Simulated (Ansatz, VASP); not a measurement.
# One calculation of Pt, two programs

```
Pt
1.0
     0.00000    1.96090    1.96090
     1.96090    0.00000    1.96090
     1.96090    1.96090    0.00000
Pt
1
Direct
  0.00000 0.00000 0.00000
```

Alike in both runs: task single point; functional PBE; k mesh 12 × 12 × 12; occupations gaussian, width 0.022 eV; no spin polarisation.

|  | VASP | Ansatz |
| --- | --- | --- |
| version | VASP 6.6.1 | Ansatz 0.2.0 |
| potentials or method | VASP PAW PBE potentials, release 64 (Pt) | Ansatz PAW |
| plane-wave cutoff (eV) | 520 | 420 |
| valence electrons in the cell | 10 | 18 |

Ansatz gave:

| Property | Result |
| --- | --- |
| gap on the k mesh at the Fermi level (eV) | none |
| pressure (GPa) | 10.2 |

Task: Which values does VASP return?

Result: gap on the k mesh at the Fermi level (eV): none; pressure (GPa): 9.7.

A gap of «none» marks a metal or a gap that the smearing closes. The functional is the same, so the differences come from potentials, cutoffs and numerics. The two sets of potentials don't hold the same shells in valence.

Spin-orbit coupling is left out, which matters for the levels of Pt.
